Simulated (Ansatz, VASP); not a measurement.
# One calculation of InAs, two programs

Contents of POSCAR:

```
InAs
1.0
    0.0000000000      3.0180000000      3.0180000000
    3.0180000000      0.0000000000      3.0180000000
    3.0180000000      3.0180000000      0.0000000000
In As
1 1
Direct
    0.0000000000      0.0000000000      0.0000000000
    0.7500000000      0.7500000000      0.7500000000
```

INCAR.step1

```
SYSTEM = InAs
ALGO = Normal
EDIFF = 1E-5
ENCUT = 600
GGA = PE
ISMEAR = -1
LASPH = .TRUE.
LCHARG = .FALSE.
LREAL = .FALSE.
LWAVE = .TRUE.
NELM = 60
PREC = Accurate
SIGMA = 0.05
```

The input INCAR.step2:

```
SYSTEM = InAs
AEXX = 1.0
AGGAC = 0.0
ALDAC = 0.0
ALGO = Normal
EDIFF = 1E-6
EDIFFG = -0.01
ENCUT = 600
GGA = PE
IBRION = 2
ISIF = 3
ISMEAR = -1
ISTART = 1
LASPH = .TRUE.
LCHARG = .FALSE.
LHFCALC = .TRUE.
LREAL = .FALSE.
LWAVE = .FALSE.
NELM = 60
NSW = 40
PREC = Accurate
PRECFOCK = Fast
SIGMA = 0.05
```

The input KPOINTS:

```
k-points
0
G
  4 4 4
  0 0 0
```

The input input.yaml:

```yaml
crystal:
  lattice:
    - [0.0, 3.018, 3.018]
    - [3.018, 0.0, 3.018]
    - [3.018, 3.018, 0.0]
  atoms:
    - { symbol: In, position: [0.0, 0.0, 0.0] }
    - { symbol: As, position: [0.75, 0.75, 0.75] }
hamiltonian:
  xc: hf
  pseudopotentials: { kind: paw }
kpoints:
  mp_grid: { grid: [4, 4, 4] }
scf:
  occupations: { method: fermi_dirac, width: 0.05 }
output:
  forces: true
  stress: true
  write_density: true
  write_potential: true
  elf: true
  volumetric_format: npy
relax:
  f_tol: 0.01
  max_steps: 40
  cell: { stress_tol: 0.05 }
```

Alike in both runs: task relaxation of cell and atoms; functional HF; k mesh 4 × 4 × 4; occupations fermi-dirac, width 0.05 eV; no spin polarisation.

```csv
,VASP,Ansatz
version,VASP 6.6.1,Ansatz 0.2.0
potentials or method,"VASP PAW PBE potentials, release 64 (In_d, As)",Ansatz PAW
plane-wave cutoff (eV),600,420
valence electrons in the cell,18,28
```

```tsv
	VASP	Ansatz	Ansatz less VASP
gap on the k mesh at the Fermi level, each at its own relaxed structure (eV)	6.01	5.76	-0.250
relaxed volume (Å³/atom)	28.98	29.49	+0.501
relaxed cell length with the largest relative difference (Å)	4.344	4.369	+0.0249
energy change over the relaxation (meV/atom)	-18	-31	-13.7
```

One of these differences is far larger than is usual between the two programs; its cause wasn't traced. The two sets of potentials don't hold the same shells in valence.

Caveats: the k mesh is coarse (spacing up to 0.45 Å⁻¹), so the values aren't converged, least of all with exact exchange; spin-orbit coupling is left out, which moves the levels of the heavy elements; the PAW data sets were made with another functional, which shifts forces and pressure a little (VASP); the plane-wave basis is chosen anew once the cell has moved, so the energies of steps on either side of that aren't comparable (Ansatz); the PAW data sets come from PBE, with cores solved anew for the run's functional, which leaves a small shift of forces and pressure (Ansatz). Zero-point motion and thermal expansion aren't in these numbers.
